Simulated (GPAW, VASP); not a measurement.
This is a calculation of CoO for GPAW 26.7.0 (ASE script). Measurements of this composition are mostly on another form, of space group No. 225.

run.py

```python
from ase.dft.bandgap import bandgap
from ase.io import read, write
from ase.units import GPa
from gpaw import GPAW, PW

atoms = read('POSCAR')
atoms.set_initial_magnetic_moments([2.0, -2.0, 0.0, 0.0])

calc = GPAW(mode=PW(800),
            xc='LDA',
            kpts={'size': (5, 5, 7), 'gamma': True},
            occupations={'name': 'methfessel-paxton', 'order': 0, 'width': 0.05},
            nbands=30,
            convergence={'density': 1e-05, 'energy': 1e-05},
            maxiter=150,
            txt='gpaw.txt')
atoms.calc = calc
energy = atoms.get_potential_energy()
forces = atoms.get_forces()
stress = atoms.get_stress()
calc.write('gs.gpw')
write('result.traj', atoms)
print(f'Energy: {energy:.6f} eV')
print('Forces (eV/A):')
print(forces.round(4))
print('Stress (GPa):', (stress / GPa).round(3))
print('Moments:', calc.get_magnetic_moments().round(3))
print('Fermi level:', round(calc.get_fermi_level(), 4), 'eV')
print(f'Gap: {bandgap(calc)[0]:.4f} eV, direct: {bandgap(calc, direct=True)[0]:.4f} eV')
```

POSCAR

```
CoO
1.0
    2.5705263100      2.5705263100      0.0000000000
   -2.5705263100      2.5705263100      0.0000000000
    0.0000000000      0.0000000000      2.5705263100
Co O
2 2
Direct
    0.0000000000      0.0000000000      0.0000000000
    0.5000000000      0.5000000000      0.0000000000
    0.5000000000      0.0000000000      0.5000000000
    0.0000000000      0.5000000000      0.5000000000
```

Potentials or basis: the program's PAW data sets (release 1.2.1) made for this functional, pw.

Run with:

```bash
$ OMP_NUM_THREADS=1 python run.py
```

Task: Translate it to VASP 6.6.1. Potentials or basis there: LDA PAW files Co, O, 520 eV.

Result: As run (cutoffs and basis follow the program's own potentials, and thresholds, step limits or extra output files can differ):

The input INCAR:

```
SYSTEM = CoO
PREC     = Accurate       ! precision mode
ENCUT    = 520            ! plane-wave cutoff, eV
EDIFF    = 1E-7           ! SCF threshold, eV
ISMEAR   = 0              ! smearing method
SIGMA    = 0.05           ! smearing width, eV
LREAL    = .FALSE.        ! projectors in reciprocal space
LASPH    = .TRUE.         ! aspherical terms in the spheres
NELM     = 100            ! most SCF steps
ALGO     = Fast           ! electronic algorithm
ISIF     = 2              ! what is computed and relaxed
LWAVE    = .FALSE.        ! write WAVECAR
LCHARG   = .FALSE.        ! write CHGCAR
ISPIN    = 2              ! spin polarisation
MAGMOM   = 2 -2 0 0       ! initial moments
LORBIT   = 11             ! projections on sites
LMAXMIX  = 4              ! l up to which the mixer works
```

Contents of KPOINTS:

```
regular mesh
0
G
  5 5 7
  0 0 0
```

File POSCAR:

```
CoO
1.0
    2.5705263100      2.5705263100      0.0000000000
   -2.5705263100      2.5705263100      0.0000000000
    0.0000000000      0.0000000000      2.5705263100
Co O
2 2
Direct
    0.0000000000      0.0000000000      0.0000000000
    0.5000000000      0.5000000000      0.0000000000
    0.5000000000      0.0000000000      0.5000000000
    0.0000000000      0.5000000000      0.5000000000
```

Potentials or basis: VASP PAW LDA potentials, release 64 (Co, O).

Run with:

```bash
$ cat potpaw_LDA.64/Co/POTCAR potpaw_LDA.64/O/POTCAR > POTCAR
$ mpirun -np 1 vasp_std > vasp.out
```

Both were run:

|  | GPAW | VASP |
| --- | --- | --- |
| Pressure | -11.2 GPa | -13.5 GPa |
| Net moment | 0.00 μB per cell | 0.00 μB per cell |

The two programs' LDA may be different fits to the electron gas.

The magnetic state is the one that the start led to; the real crystal's order can differ.

The cell lies far from this level's equilibrium.

Pressure is positive in compression.
